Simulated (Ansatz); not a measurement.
The system is Mo.

```
Mo
1.0
    -1.58381    1.58381    1.58381
     1.58381   -1.58381    1.58381
     1.58381    1.58381   -1.58381
Mo
1
Direct
  0.00000 0.00000 0.00000
```

| Quantity | Value |
| --- | --- |
| Program | Ansatz 0.2.0 |
| Task | relaxation of cell and atoms |
| Functional | PBE |
| Dispersion | D3(BJ) |
| Potentials or basis | Ansatz PAW |
| Cutoff | 420 eV (not typed: the program's choice for these potentials) |
| k mesh | 12 × 12 × 12 |
| Occupations | fermi-dirac, width 0.05 eV |
| Spin | no spin polarisation |

At the start: volume 15.89 Å³/atom.

Question: Where does the relaxation end?

Answer: It ends after 4 steps and the volume is 15.33 Å³/atom (-3.5 %); space group Im-3m (No. 229, to 0.05 Å).

Step by step:
```
step  energy change (eV)  largest force (eV/Å)  volume (Å³)
   1              0.0000                0.0000        15.89
   2             -0.0166                0.0000        15.40
   3             -0.0168                0.0000        15.33
   4             -0.0167                0.0000        15.33
```

Final structure:
```
Mo
1.0
    -1.56506    1.56506    1.56506
     1.56506   -1.56506    1.56506
     1.56506    1.56506   -1.56506
Mo
1
Direct
  0.00000 0.00000 0.00000
```

Caveat: the plane-wave basis is chosen anew once the cell has moved, so the energies of steps on either side of that aren't comparable.
